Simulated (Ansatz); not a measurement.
# Guessed and relaxed cells of Ge

The cell of Ge is invented: 4-connected net of one element (P-6m2, No. 187). Lengths were set from tabulated atomic sizes, so they are only a guess.

start.cif

```cif
data_structure
_symmetry_space_group_name_H-M 'P 1'
_symmetry_Int_Tables_number 1
_cell_length_a 3.9588
_cell_length_b 3.9588
_cell_length_c 18.7835
_cell_angle_alpha 90.000
_cell_angle_beta 90.000
_cell_angle_gamma 120.000
_cell_volume 254.94
loop_
_atom_site_label
_atom_site_type_symbol
_atom_site_fract_x
_atom_site_fract_y
_atom_site_fract_z
_atom_site_occupancy
Ge1 Ge 0.00000 0.00000 0.60180 1
Ge2 Ge 0.00000 0.00000 0.27060 1
Ge3 Ge 0.66667 0.33333 0.43603 1
Ge4 Ge 0.66667 0.33333 0.76770 1
Ge5 Ge 0.66667 0.33333 0.10237 1
Ge6 Ge 0.33333 0.66667 0.93591 1
Ge7 Ge 0.00000 0.00000 0.39820 1
Ge8 Ge 0.00000 0.00000 0.72940 1
Ge9 Ge 0.66667 0.33333 0.23230 1
Ge10 Ge 0.66667 0.33333 0.56397 1
Ge11 Ge 0.66667 0.33333 0.89763 1
Ge12 Ge 0.33333 0.66667 0.06409 1
```

These are results of Ansatz 0.2.0, DFT PBE, scalar-relativistic, plane waves, PAW, not measurements. Cutoff 420 eV, Gaussian smearing, Γ-centred meshes. Cell and atoms relax first on a coarse mesh and then on a finer one. In between, the cell is made exact in the group found at 0.06 Å. In metals the finer mesh still leaves noise of several meV/atom or more. The steps can't lower the symmetry of their start. No spin polarisation.

end.cif

```cif
data_structure
_symmetry_space_group_name_H-M 'P 1'
_symmetry_Int_Tables_number 1
_cell_length_a 4.0632
_cell_length_b 4.0632
_cell_length_c 20.0349
_cell_angle_alpha 90.000
_cell_angle_beta 90.000
_cell_angle_gamma 120.000
_cell_volume 286.46
loop_
_atom_site_label
_atom_site_type_symbol
_atom_site_fract_x
_atom_site_fract_y
_atom_site_fract_z
_atom_site_occupancy
Ge1 Ge 0.00000 0.00000 0.60443 1
Ge2 Ge 0.00000 0.00000 0.27034 1
Ge3 Ge 0.66667 0.33333 0.43748 1
Ge4 Ge 0.66667 0.33333 0.77142 1
Ge5 Ge 0.66667 0.33333 0.10448 1
Ge6 Ge 0.33333 0.66667 0.93730 1
Ge7 Ge 0.00000 0.00000 0.39557 1
Ge8 Ge 0.00000 0.00000 0.72966 1
Ge9 Ge 0.66667 0.33333 0.22858 1
Ge10 Ge 0.66667 0.33333 0.56252 1
Ge11 Ge 0.66667 0.33333 0.89552 1
Ge12 Ge 0.33333 0.66667 0.06270 1
```

The symmetry stays P-6m2 (No. 187). The volume per atom grows by 12.4 %, from 21.2 to 23.9 Å³. The shortest distance goes from 2.39 Å (Ge–Ge) to 2.49 Å (Ge–Ge).

| Quantity | Value |
| --- | --- |
| Volume per atom | 23.87 Å³ |
| Density | 5.05 g/cm³ |
| Energy over the standard state | +0.01 eV/atom |
| Gap on the 12×12×2 mesh of the 12-atom cell | 0 eV (the bands meet within 0.015 eV) |

Energies count from the standard state of Ge at the same level. So it is a metastable form at best.

The last run used Gaussian smearing of 0.10 eV. The zero gap may come from the functional, which often closes small gaps. Symmetry constrained the relaxation, so the result can be a saddle point. In all, the 4 runs took 12 min on 1 thread of AMD EPYC 7B13 (Zen 3) (shared host).
